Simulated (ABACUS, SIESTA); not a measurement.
Given: the input of a run of ABACUS 3.10.1 on Al (Aluminum). 

INPUT

```
INPUT_PARAMETERS
suffix              Al
calculation         scf
basis_type          pw
pseudo_dir          ./
symmetry            1
dft_functional      pbesol
ecutwfc             41
pseudo_rcut         7
nspin               1
nbands              6
ks_solver           dav
smearing_method     fd
smearing_sigma      0.00367493
scf_thr             1e-08
scf_nmax            100
mixing_type         broyden
mixing_beta         0.7
cal_force           1
cal_stress          1
kpar                4
```

Contents of STRU:

```
ATOMIC_SPECIES
Al 26.9815 Al.upf

LATTICE_CONSTANT
1.8897261246

LATTICE_VECTORS
0.0000000000 2.0248050000 2.0248050000
2.0248050000 0.0000000000 2.0248050000
2.0248050000 2.0248050000 0.0000000000

ATOMIC_POSITIONS
Direct

Al
0.0
1
0.0000000000 0.0000000000 0.0000000000 1 1 1
```

Contents of KPT:

```
K_POINTS
0
Gamma
11 11 11 0 0 0
```

Potentials or basis: PseudoDojo NC SR 0.4.1 PBEsol standard, plane waves.

Command:

```sh
$ OMP_NUM_THREADS=1 mpirun -np 4 abacus > log
```

**Question.** What does the same run look like in SIESTA 5.4.2? Potentials or basis there: files PseudoDojo sr-pbesol-0.4.1-standard, DZP (energy shift 0.003 Ry).

**Answer.** As run (cutoffs and basis follow the program's own potentials, and thresholds, step limits or extra output files can differ):

Al.fdf

```
SystemName                      Aluminum
SystemLabel                     Al
NumberOfSpecies                 1
NumberOfAtoms                   1
%block ChemicalSpeciesLabel
  1  13 Al
%endblock ChemicalSpeciesLabel

LatticeConstant                 1.0 Ang
%block LatticeVectors
     0.0000000000     2.0248050000     2.0248050000
     2.0248050000     0.0000000000     2.0248050000
     2.0248050000     2.0248050000     0.0000000000
%endblock LatticeVectors
AtomicCoordinatesFormat         Fractional
%block AtomicCoordinatesAndAtomicSpecies
     0.0000000000     0.0000000000     0.0000000000  1  Al
%endblock AtomicCoordinatesAndAtomicSpecies

%block kgrid.MonkhorstPack
   11   0   0  0.0
    0  11   0  0.0
    0   0  11  0.0
%endblock kgrid.MonkhorstPack
XC.Functional                   GGA
XC.Authors                      PBEsol
PAO.BasisSize                   DZP
PAO.EnergyShift                 0.003 Ry
Mesh.Cutoff                     500 Ry
OccupationFunction              FD
ElectronicTemperature           0.05 eV
MaxSCFIterations                120
SCF.MustConverge                false
SCF.Mixer.Method                Pulay
SCF.Mixer.Weight                0.25
SCF.Mixer.History               8
SCF.DM.Tolerance                5.0e-05
SCF.H.Tolerance                 1.0e-03 eV
WriteForces                     true
Charge.Mulliken                 end
Charge.Hirshfeld                end
Charge.Voronoi                  end
SaveRho                         true
SaveElectrostaticPotential      true
```

Potentials or basis: PseudoDojo 0.4 standard (PBEsol files), converted to PSML, two zetas on semicore shells, DZP (energy shift 0.003 Ry).

Run with:

```console
$ siesta < Al.fdf > Al.out 2>&1
```

Both were run:

|  | ABACUS | SIESTA |
| --- | --- | --- |
| Pressure | -2.1 GPa | -1.9 GPa |

Pressure is positive in compression.
